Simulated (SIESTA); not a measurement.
Something may be wrong with this SIESTA 5.4.2 calculation of CdS (Hawleyite).

The input run.py:

```python
from ase.io import read
from ase.calculators.siesta import Siesta
from ase.units import Ry, GPa

atoms = read("CdS.cif")

fdf = {
    'SCFMustConverge': False,
    'OccupationFunction': 'FD',
    'ElectronicTemperature': '0.05 eV',
    'MaxSCFIterations': '80',
    'SCF.Mixer.Method': 'Pulay',
    'SCF.Mixer.Weight': '0.25',
    'SCF.Mixer.History': '8',
    'SCF.DM.Tolerance': '1.0e-14',
    'SCF.H.Tolerance': '1.0e-13 eV',
    'WriteForces': 'true',
    'Charge.Mulliken': 'end',
    'PAO.Basis': ['Cd.1 5', 'n=4 0 2', '  2.625 0.000', 'n=5 0 2', '  7.565 0.000', 'n=4 1 2', '  2.973 0.000', 'n=5 1 1', '  7.565', 'n=4 2 2', '  4.575 0.000'],
}
calc = Siesta(
    label="CdS",
    command="siesta < PREFIX.fdf > PREFIX.out",
    pseudo_path="pseudos",
    pseudo_qualifier="",
    xc=('GGA', 'PBE'),
    basis_set="DZP",
    mesh_cutoff=800 * Ry,
    energy_shift=0.003 * Ry,
    kpts=[8, 8, 8],
    spin="non-polarized",
    fdf_arguments=fdf,
)
atoms.calc = calc

print(f"energy = {atoms.get_potential_energy():.6f} eV")
free = atoms.get_potential_energy(force_consistent=True)
print(f"free energy = {free:.6f} eV")
print("forces (eV/A):")
print(atoms.get_forces(apply_constraint=False).round(6))
print("stress (GPa, Voigt order, tension positive):", (atoms.get_stress() / GPa).round(4))
```

Contents of CdS.cif:

```cif
data_CdS
_cell_length_a 4.12455385
_cell_length_b 4.12455385
_cell_length_c 4.12455385
_cell_angle_alpha 60.00000000
_cell_angle_beta 60.00000000
_cell_angle_gamma 60.00000000
_space_group_name_H-M_alt 'P1'
_space_group_name_Hall 'P 1'
_space_group_IT_number 1
loop_
_space_group_symop_operation_xyz
'x,y,z'
loop_
_atom_site_label
_atom_site_type_symbol
_atom_site_symmetry_multiplicity
_atom_site_Wyckoff_symbol
_atom_site_fract_x
_atom_site_fract_y
_atom_site_fract_z
_atom_site_occupancy
Cd1 Cd 1 a 0.0000000000 0.0000000000 0.0000000000 1
S1 S 1 a 0.7500000000 0.7500000000 0.7500000000 1
```

Potentials or basis: PseudoDojo 0.4 standard (PBE files), DZP (energy shift 0.003 Ry; two zetas on semicore shells).

The run is started by

```bash
$ python run.py
```

Output:

```text
SCF_NOT_CONV: SCF did not converge  in maximum number of steps.
Geom step, scf iteration, dDmax, dHmax:    0    80      0.000000     0.000000
Job completed
energy = -5071.991610 eV
free energy = -5071.991610 eV
forces (eV/A):
[[ 2.8e-05  1.6e-05  1.1e-05]
 [-2.8e-05 -1.6e-05 -1.1e-05]]
stress (GPa, Voigt order, tension positive): [-3.1700e+00 -3.1688e+00 -3.1685e+00 -4.0000e-04 -7.0000e-04 -1.0000e-03]
```

Problem. Diagnose the run.

Solution. The calculation stopped without meeting its thresholds. The input holds a flaw that was put in on purpose: tolerance that can't be met (SCF.DM.Tolerance = 1.0e-14; SCF.H.Tolerance = 1.0e-13 eV).
